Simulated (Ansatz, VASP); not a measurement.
# Cross-check of Zr2AlN (Zr/AlN/Zr) between VASP and Ansatz

Aim: how closely do two programs agree when they are given the same cell, functional and k mesh? The structure shown is the end of the VASP relaxation below.

Method: plane waves, with VASP 6.6.1 beside it; single point at PBE, in Ansatz 0.2.0.

## (1) The structure

The cell holds 16 atoms: 8 Zr, 4 N and 4 Al. Cell: a = 3.130 Å, b = 3.130 Å, c = 44.886 Å, α = 90.0°, β = 90.0°, γ = 120.0°. It derives from  (Zr/AlN/Zr). Vacuum lies along c.

As a file:

```xyz
16
Lattice="3.1300 0.0000 0.0000 -1.5650 2.7107 0.0000 0.0000 0.0000 44.8857" Properties=species:S:1:pos:R:3
Zr    0.0000    0.0000    8.1532
Zr    0.0000    1.8071   10.6770
Zr    0.0000    0.0000   13.3525
Zr    0.0000    1.8071   16.2111
Zr    1.5650    0.9036   28.9790
Zr    0.0000    1.8071   31.6226
Zr    1.5650    0.9036   34.3421
Zr    0.0000    1.8071   36.8662
N     0.0000    1.8071   18.3524
N     1.5650    0.9036   20.8478
N     0.0000    1.8071   23.3616
N     1.5650    0.9036   25.8760
Al    1.5650    0.9036   18.9344
Al    0.0000    1.8071   21.4479
Al    1.5650    0.9036   23.9652
Al    0.0000    1.8071   26.5077
```

## (2) VASP: relaxation, PBE

This run makes the geometry at which the two programs are then compared.

Lines of VASP's logs that name or quote its potential files are left out, and so is its time.

File INCAR:

```
SYSTEM = Zr2AlN
PREC = Normal
ENCUT = 400
EDIFF = 1E-05
NELM = 120
ISMEAR = -1
SIGMA = 0.1
LREAL = Auto
ALGO = Fast
GGA = PE
NBANDS = 80
LORBIT = 11
LWAVE = .FALSE.
LCHARG = .FALSE.
KPAR = 4
IBRION = 2
NSW = 60
ISIF = 2
EDIFFG = -0.03
POTIM = 0.4
MAXMIX = 40
IDIPOL = 3
LDIPOL = .TRUE.
DIPOL = 0.5 0.5 0.501
```

File POSCAR:

```
Zr2AlN
1.0
    3.1300000000      0.0000000000      0.0000000000
   -1.5650000000      2.7106595138      0.0000000000
    0.0000000000      0.0000000000     44.8856598768
Zr N Al
8 4 4
Direct
    0.0000000000      0.0000000000      0.1782306425
    0.3333333300      0.6666666700      0.2370695162
    0.0000000000      0.0000000000      0.2959083899
    0.3333333300      0.6666666700      0.3547472636
    0.6666666700      0.3333333300      0.6452527364
    0.3333333300      0.6666666700      0.7040916101
    0.6666666700      0.3333333300      0.7629304838
    0.3333333300      0.6666666700      0.8217693575
    0.3333333300      0.6666666700      0.4106671277
    0.6666666700      0.3333333300      0.4665869918
    0.3333333300      0.6666666700      0.5225068559
    0.6666666700      0.3333333300      0.5784267200
    0.6666666700      0.3333333300      0.4238642156
    0.3333333300      0.6666666700      0.4797840797
    0.6666666700      0.3333333300      0.5357039438
    0.3333333300      0.6666666700      0.5916238079
```

File KPOINTS:

```
Automatic mesh
0
Gamma
9 9 1
0 0 0
```

PAW data sets: Zr_sv, N and Al (PBE family, release 64).

Run with:

```console
$ mpirun -np 4 vasp_std
```

Numbers of over 12 decimals in the logs are rounded to 6 here.

What it wrote:

```text
[banner, memory and clock lines left out]
running    4 mpi-ranks, on    1 nodes
 distrk:  each k-point on    1 cores,    4 groups
 distr:  one band on    1 cores,    1 groups

 POSCAR found type information on POSCAR ZrN Al
 POSCAR found :  3 types and      16 ions
 LDA part: xc-table for (Slater+PW92), standard interpolation
 POSCAR, INCAR and KPOINTS ok, starting setup
 FFT: planning ... GRIDC
 FFT: planning ... GRID_SOFT
 FFT: planning ... GRID
 WAVECAR not read
 entering main loop
       N       E                     dE             d eps       ncg     rms          rms(c)
DAV:   1     0.106467157132E+04    0.10647E+04   -0.58118E+04  2176   0.123E+03
DAV:   2    -0.172557346593E+02   -0.10819E+04   -0.10478E+04  2280   0.390E+02
DAV:   3    -0.124387204418E+03   -0.10713E+03   -0.10461E+03  2896   0.921E+01
DAV:   4    -0.137751326719E+03   -0.13364E+02   -0.13252E+02  3136   0.290E+01
DAV:   5    -0.139792788609E+03   -0.20415E+01   -0.20400E+01  2888   0.794E+00    0.346E+01
RMM:   6    -0.239002569759E+03   -0.99210E+02   -0.16104E+02  2423   0.227E+01    0.325E+01
RMM:   7    -0.959582045519E+03   -0.72058E+03   -0.13715E+02  2642   0.344E+01    0.346E+01
RMM:   8    -0.646381921220E+03    0.31320E+03   -0.14515E+02  2513   0.242E+01    0.468E+01
RMM:   9    -0.279428314767E+03    0.36695E+03   -0.89031E+01  2424   0.164E+01    0.303E+01
RMM:  10    -0.209947844287E+03    0.69480E+02   -0.12122E+01  2225   0.686E+00    0.265E+01
RMM:  11    -0.151484767689E+03    0.58463E+02   -0.10897E+01  2373   0.508E+00    0.191E+01
RMM:  12    -0.164702275328E+03   -0.13218E+02   -0.58104E+00  2459   0.337E+00    0.261E+01
RMM:  13    -0.133118143803E+03    0.31584E+02   -0.29036E+00  2478   0.276E+00    0.138E+01
RMM:  14    -0.128621638913E+03    0.44965E+01   -0.11947E+00  2608   0.171E+00    0.972E+00
[...]
RMM:  24    -0.124772202855E+03    0.84628E-01   -0.61356E-02  2688   0.530E-01    0.235E+00
RMM:  25    -0.124749812587E+03    0.22390E-01   -0.37124E-02  2711   0.460E-01    0.195E+00
RMM:  26    -0.124893109018E+03   -0.14330E+00   -0.83307E-02  2848   0.694E-01    0.220E+00
RMM:  27    -0.124792582817E+03    0.10053E+00   -0.15489E-02  3113   0.272E-01    0.171E+00
RMM:  28    -0.124712660742E+03    0.79922E-01   -0.62325E-03  3036   0.173E-01    0.119E+00
RMM:  29    -0.124730910314E+03   -0.18250E-01   -0.16331E-02  2887   0.254E-01    0.133E+00
RMM:  30    -0.124671769818E+03    0.59140E-01   -0.96924E-03  2943   0.180E-01    0.737E-01
RMM:  31    -0.124652587047E+03    0.19183E-01   -0.51335E-03  3053   0.124E-01    0.393E-01
WARNING in EDDRMM: call to ZHEGV failed, returncode =   6  3     53
RMM:  32    -0.124651792468E+03    0.79458E-03   -0.15898E-03  3061   0.826E-02    0.354E-01
RMM:  33    -0.124646368017E+03    0.54245E-02   -0.15618E-03  2959   0.680E-02    0.948E-02
RMM:  34    -0.124646229711E+03    0.13831E-03   -0.43772E-04  2772   0.525E-02    0.735E-02
RMM:  35    -0.124646168618E+03    0.61093E-04   -0.24536E-04  2621   0.356E-02    0.551E-02
RMM:  36    -0.124646193009E+03   -0.24391E-04   -0.13789E-04  2365   0.265E-02    0.531E-02
RMM:  37    -0.124646163500E+03    0.29509E-04   -0.80235E-05  2005   0.204E-02    0.350E-02
RMM:  38    -0.124646152655E+03    0.10846E-04   -0.68958E-05  2162   0.196E-02    0.134E-02
RMM:  39    -0.124646169357E+03   -0.16703E-04   -0.26560E-05  1483   0.127E-02    0.179E-02
RMM:  40    -0.124646178867E+03   -0.95095E-05   -0.27997E-05  1420   0.109E-02
   1 F= -.12464618E+03 E0= -.12444654E+03  d E =-.124646E+03
[... from here on, the cycles between the ionic steps are left out ...]
  19 F= -.12516001E+03 E0= -.12497798E+03  d E =-.127621E-02
[...]
WARNING in EDDRMM: call to ZHEGV failed, returncode =   8  4     24
  20 F= -.12516010E+03 E0= -.12497788E+03  d E =-.137194E-02
  21 F= -.12516116E+03 E0= -.12497871E+03  d E =-.106322E-02
[...]
WARNING in EDDRMM: call to ZHEGV failed, returncode =   6  3     19
  22 F= -.12516184E+03 E0= -.12497908E+03  d E =-.173760E-02
  23 F= -.12516335E+03 E0= -.12498062E+03  d E =-.150836E-02
[...]
WARNING in EDDRMM: call to ZHEGV failed, returncode =   8  4     49
[...]
WARNING in EDDRMM: call to ZHEGV failed, returncode =   6  3     13
  24 F= -.12516411E+03 E0= -.12498141E+03  d E =-.226741E-02
  25 F= -.12516512E+03 E0= -.12498253E+03  d E =-.101017E-02
  26 F= -.12516535E+03 E0= -.12498284E+03  d E =-.124722E-02
  27 F= -.12516544E+03 E0= -.12498297E+03  d E =-.822617E-04
 trial-energy change:   -0.000082  1 .order   -0.000088   -0.000491    0.000315
 step:   0.9502(harm=  0.9502)  dis= 0.00255  next Energy=  -125.165503 (dE=-0.150E-03)
 bond charge predicted
       N       E                     dE             d eps       ncg     rms          rms(c)
DAV:   1    -0.125165476076E+03   -0.43161E-04   -0.24620E-02  2080   0.660E-01    0.283E-02
RMM:   2    -0.125165499986E+03   -0.23910E-04   -0.49648E-04  1888   0.918E-02    0.137E-02
RMM:   3    -0.125165504972E+03   -0.49855E-05   -0.62924E-05  1671   0.244E-02
  28 F= -.12516550E+03 E0= -.12498301E+03  d E =-.151258E-03
 curvature:  -0.83 expect dE=-0.775E-04 dE for cont linesearch -0.404E-06
 trial: gam= 0.34005 g(F)=  0.933E-04 g(S)=  0.000E+00 ort = 0.164E-04 (trialstep = 0.144E+01)
 search vector abs. value=  0.168E-03
 reached required accuracy - stopping structural energy minimisation
```

Parts of OUTCAR (step 2):

```text
ion  position               nearest neighbor table
   1  0.000  0.000  0.178-   2 3.20   2 3.20   2 3.20
   2  0.333  0.667  0.237-   3 3.20   1 3.20   3 3.20   1 3.20   3 3.20   1 3.20
   3  0.000  0.000  0.296-   2 3.20   4 3.20   2 3.20   4 3.20   2 3.20   4 3.20
   4  0.333  0.667  0.355-   9 2.51   3 3.20   3 3.20   3 3.20  13 3.59  13 3.59  13 3.59
   5  0.667  0.333  0.645-  16 3.01  16 3.01  16 3.01   6 3.20   6 3.20   6 3.20
   6  0.333  0.667  0.704-   5 3.20   7 3.20   5 3.20   7 3.20   5 3.20   7 3.20
   7  0.667  0.333  0.763-   6 3.20   8 3.20   6 3.20   8 3.20   6 3.20   8 3.20
   8  0.333  0.667  0.822-   7 3.20   7 3.20   7 3.20
   9  0.333  0.667  0.411-  13 1.90  13 1.90  13 1.90   4 2.51
  10  0.667  0.333  0.467-  14 1.90  14 1.90  14 1.90  13 1.92
  11  0.333  0.667  0.523-  15 1.90  15 1.90  15 1.90  14 1.92
  12  0.667  0.333  0.578-  16 1.90  16 1.90  16 1.90  15 1.92
  13  0.667  0.333  0.424-   9 1.90   9 1.90   9 1.90  10 1.92  14 3.09  14 3.09  14 3.09   4 3.59
                             4 3.59   4 3.59
  14  0.333  0.667  0.480-  10 1.90  10 1.90  10 1.90  11 1.92  15 3.09  13 3.09  15 3.09  13 3.09
                            15 3.09  13 3.09
  15  0.667  0.333  0.536-  11 1.90  11 1.90  11 1.90  12 1.92  14 3.09  16 3.09  16 3.09  14 3.09
                            16 3.09  14 3.09
  16  0.333  0.667  0.592-  12 1.90  12 1.90  12 1.90   5 3.01   5 3.01   5 3.01  15 3.09  15 3.09
                            15 3.09

  LATTYP: Found a hexagonal cell.
 ALAT       =     3.1300000000
 C/A-ratio  =    14.3404664143

 Subroutine GETGRP returns: Found  6 space group operations
 (whereof  6 operations were pure point group operations)

The static configuration has the point symmetry C_3v.

 Found     12 irreducible k-points:

   k-points           NKPTS =     12   k-points in BZ     NKDIM =     12   number of bands    NBANDS=     80

   dimension x,y,z NGX =    16 NGY =   16 NGZ =  224
   dimension x,y,z NGXF=    32 NGYF=   32 NGZF=  448

   ENCUT  =  400.0 eV  29.40 Ry    5.42 a.u.   5.10  5.10 73.20*2*pi/ulx,y,z

   NELECT =     128.0000    total number of electrons

 k-points in reciprocal lattice and weights: Automatic mesh
   0.00000000  0.00000000  0.00000000       0.012
   0.11111111  0.00000000  0.00000000       0.074
   0.22222222 -0.00000000  0.00000000       0.074
   0.33333333  0.00000000  0.00000000       0.074
   0.44444444 -0.00000000  0.00000000       0.074
   0.11111111  0.11111111  0.00000000       0.074
   0.22222222  0.11111111  0.00000000       0.148
   0.33333333  0.11111111  0.00000000       0.148
   0.44444444  0.11111111  0.00000000       0.074
   0.22222222  0.22222222  0.00000000       0.074
   0.33333333  0.22222222  0.00000000       0.148
   0.33333333  0.33333333  0.00000000       0.025

 dipolmoment           0.000000      0.000000     -0.002183 electrons x Angstroem

 average (electrostatic) potential at core
       1 -78.6723       2 -78.3509       3 -78.4260       4 -78.6251       5 -78.4895
       6 -78.3754       7 -78.3716       8 -78.6966       9 -63.5426      10 -63.2581
      11 -63.1878      12 -63.2306      13 -75.1529      14 -74.9962      15 -74.9541
      16 -74.8522

 E-fermi :   4.9811

 k-point     1 :       0.0000    0.0000    0.0000
  band No.  band energies     occupation
    ...
     56       2.7007      2.00000
     57       4.6464      1.93203
     58       4.6892      1.89756
     59       4.7976      1.72480
     60       4.8584      1.54649
     61       5.1806      0.23941
     62       5.3456      0.05093
     63       5.3661      0.04167
     64       5.7984      0.00056
     65       5.8134      0.00049
    ...

 k-point     2 :       0.1111    0.0000    0.0000
  band No.  band energies     occupation
    ...
     56       2.6426      2.00000
     57       4.5602      1.97072
     58       4.5894      1.96098
     59       4.7040      1.88215
     60       4.7728      1.77856
     61       5.1070      0.44217
     62       5.1612      0.28348
     63       5.2107      0.18286
     64       5.4109      0.02682
     65       5.4376      0.02060
    ...

 k-point     3 :       0.2222   -0.0000    0.0000
  band No.  band energies     occupation
    ...
     61       4.4820      1.98649
     62       4.7095      1.87596
     63       4.8636      1.52800
     64       4.8874      1.43698
     65       5.0290      0.76493
     66       5.1171      0.40843
     67       5.2524      0.12436
     68       5.6145      0.00354
     69       5.6332      0.00294
     70       5.6415      0.00271
    ...

  Total        1.7108566      1.7108566     -2.6991455     -0.0000000     -0.0000000     -0.0000000
  in kB        7.1977587      7.1977587    -11.3555968     -0.0000000     -0.0000000     -0.0000000
  external PRESSURE =       1.0133068 kB  Pullay stress =       0.0000000 kB

  energy-cutoff  :      400.00
  volume of cell :      380.83
      direct lattice vectors                 reciprocal lattice vectors
     3.130000000  0.000000000  0.000000000     0.319488818  0.184456955  0.000000000
    -1.565000000  2.710659514  0.000000000     0.000000000  0.368913910  0.000000000
     0.000000000  0.000000000 44.885659877     0.000000000  0.000000000  0.022278830

 POSITION                                       TOTAL-FORCE (eV/Angst)
 -----------------------------------------------------------------------------------
     -1.56500      2.71066      8.15320         0.000000      0.000000      0.021262
     -0.00000      1.80711     10.67704        -0.000000      0.000000      0.005336
      0.00000      0.00000     13.35249         0.000000      0.000000     -0.000327
     -0.00000      1.80711     16.21112         0.000000      0.000000     -0.012420
      1.56500      0.90355     28.97900         0.000000      0.000000      0.009773
     -0.00000      1.80711     31.62259         0.000000      0.000000     -0.013780
      1.56500      0.90355     34.34208         0.000000      0.000000     -0.018384
     -0.00000      1.80711     36.86617        -0.000000      0.000000     -0.000851
     -0.00000      1.80711     18.35239        -0.000000      0.000000     -0.007177
      1.56500      0.90355     20.84777         0.000000      0.000000     -0.007390
     -0.00000      1.80711     23.36158         0.000000      0.000000     -0.013466
      1.56500      0.90355     25.87596        -0.000000      0.000000      0.016453
      1.56500      0.90355     18.93435        -0.000000      0.000000      0.012181
     -0.00000      1.80711     21.44787         0.000000     -0.000000      0.018785
      1.56500      0.90355     23.96525        -0.000000      0.000000     -0.009908
     -0.00000      1.80711     26.50773         0.000000      0.000000     -0.000088
 -----------------------------------------------------------------------------------
    total drift:                                0.000083      0.000012     -0.000541

  FREE ENERGIE OF THE ION-ELECTRON SYSTEM (eV)
  ---------------------------------------------------
  free  energy   TOTEN  =      -125.1655049716 eV

  energy  without entropy=     -124.8005216283  energy(sigma->0) =     -124.98301330

 reached required accuracy - stopping structural energy minimisation

 vacuum level on the upper side and lower side of the slab         9.054         9.126

 total charge
# of ion       s       p       d       tot
------------------------------------------
    1        2.249   5.931   1.691   9.871
    2        2.241   5.960   1.690   9.891
    3        2.232   5.953   1.660   9.846
    4        2.229   5.966   1.680   9.875
    5        2.226   5.966   1.638   9.830
    6        2.235   5.958   1.673   9.867
    7        2.239   5.960   1.685   9.884
    8        2.248   5.931   1.692   9.871
    9        1.249   2.541   0.000   3.790
   10        1.236   2.572   0.000   3.808
   11        1.236   2.571   0.000   3.807
   12        1.243   2.548   0.000   3.790
   13        0.363   0.431   0.000   0.793
   14        0.366   0.429   0.000   0.795
   15        0.366   0.426   0.000   0.792
   16        0.373   0.414   0.000   0.787
--------------------------------------------------
tot         24.330  59.557  13.409  97.297

[... 3 further parts left out ...]
```

CONTCAR:

```
Zr2AlN
   1.00000000000000
     3.1299999999999999    0.0000000000000000    0.0000000000000000
    -1.5649999999999999    2.7106595138000000    0.0000000000000000
     0.0000000000000000    0.0000000000000000   44.8856598767999984
  Zr              N               Al
     8     4     4
Direct
     0.0000000000000000    1.0000000000000000    0.1816438659112343
     0.3333333300000021    0.6666666699999979    0.2378719863566404
     0.0000000000000000    0.0000000000000000    0.2974779524345246
     0.3333333300000021    0.6666666699999979    0.3611648890640607
     0.6666666699999979    0.3333333300000021    0.6456182387855630
     0.3333333300000021    0.6666666699999979    0.7045142861122049
     0.6666666699999979    0.3333333300000021    0.7651012833212694
     0.3333333300000021    0.6666666699999979    0.8213351571625896
     0.3333333300000021    0.6666666699999979    0.4088697479761767
     0.6666666699999979    0.3333333300000021    0.4644638838486826
     0.3333333300000021    0.6666666699999979    0.5204686199005942
     0.6666666699999979    0.3333333300000021    0.5764861402360177
     0.6666666699999979    0.3333333300000021    0.4218352727639409
     0.3333333300000021    0.6666666699999979    0.4778333991883167
     0.6666666699999979    0.3333333300000021    0.5339177189092077
     0.3333333300000021    0.6666666699999979    0.5905613004289820
```

The run keeps the 6 symmetry operations of its start, so it cannot find a distortion of lower symmetry.

(Continued in part 2 of 2.)

[Lines on the potential files, build, host, timing and source positions are cut from VASP's logs without a mark.]

[Logs are printed without paths, hosts, clocks, repeated set-up lines and the standing remarks that a program may print on its own settings, such as how far it seeks lower states.]

[Hosts, paths, dates, database ids (printed as entryN), source tags and the programs' standing remarks are cut or masked in the printed files.]
